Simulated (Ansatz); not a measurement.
Worked example: the enthalpy of formation of C2H6O2 (ethylene glycol)

C2H6O2: 10 atoms, total charge 0, spin state singlet. SMILES: `OCCO`. The shape is that of a PBE0-D4/def2-TZVP optimisation. This is one conformer, not always the lowest.

```xyz
10

O     1.5947    0.4775   -0.3585
C     0.4673    0.5675    0.4749
C    -0.4669   -0.6014    0.2630
O    -0.8610   -0.6911   -1.0964
H     1.2722    0.1892   -1.2200
H    -0.0788    1.5095    0.2991
H     0.8210    0.5836    1.5096
H    -1.3344   -0.5282    0.9314
H     0.0554   -1.5356    0.4812
H    -1.4694    0.0291   -1.2842
```

Total energies at CCSD/6-31G* (spherical functions), 4 core orbitals frozen (Ansatz 0.2.0); the atoms run unrestricted:

| species | state | energy (Eh) |
| --- | --- | --- |
| C2H6O2 | singlet | -229.569119 |
| O | triplet | -74.893910 |
| C | triplet | -37.750356 |
| H | doublet | -0.498233 |

Harmonic wavenumbers at PBE0-D4/def2-TZVP, in cm⁻¹: 168, 315, 329, 470, 545, 878, 899, 1058, 1089, 1131, 1207, 1240, 1369, 1377, 1400, 1435, 1487, 1498, 2966, 3027, 3089, 3111, 3812, 3853.

Measured heats of formation of the gaseous atoms at 298.15 K, in kJ/mol: O 249.2, C 716.9, H 218.0. Spin-orbit lowering of the atoms at 298 K (mean of the ground term's levels less their thermal mean, from spectra), in kJ/mol: O 0.40, C 0.02. Take 1 Eh = 2625.50 kJ/mol, 1 cm⁻¹ = 0.0119627 kJ/mol, RT = 2.479 kJ/mol.

Question: Work out the heat of formation of the gas at 298 K.

Answer: 
1. Electronic atomisation energy: 2 × (-74.893910) + 2 × (-37.750356) + 6 × (-0.498233) − (-229.569119) = 1.291189 Eh = 3390.0 kJ/mol.
2. Zero-point energy: half the sum of the wavenumbers, 18876.5 cm⁻¹ = 225.8 kJ/mol.
3. Thermal vibrational enthalpy, Σ hcν̃/(exp(hcν̃/kT) − 1): 5.5 kJ/mol. Translation, rotation and pV of a non-linear molecule: 4 RT = 9.9 kJ/mol.
4. The 10 free atoms carry 5/2 RT each: 62.0 kJ/mol.
5. Spin-orbit coupling lowers the free atoms by 2 × 0.40 + 2 × 0.02 = 0.8 kJ/mol.
6. Atomisation enthalpy at 298 K: 3390.0 − 0.8 − 225.8 − 5.5 − 9.9 + 62.0 = 3210.0 kJ/mol.
7. Sum of the atoms' heats of formation: 3240.2 kJ/mol. Heat of formation: 3240.2 − 3210.0 = +30.2 kJ/mol.

The tabulated value is -389.4 kJ/mol (Active Thermochemical Tables), so this level is off by +419.6 kJ/mol, or 11.6 % of the atomisation enthalpy that the table implies (3629.6 kJ/mol). Coupled cluster needs large bases for atomisation: in a finite one the molecule is underbound. CCSD also lacks the triples, which bind further. A double-zeta basis underbinds. Anharmonicity and any spin-orbit splitting of the molecule are left out, and cores are frozen in the wave-function part.
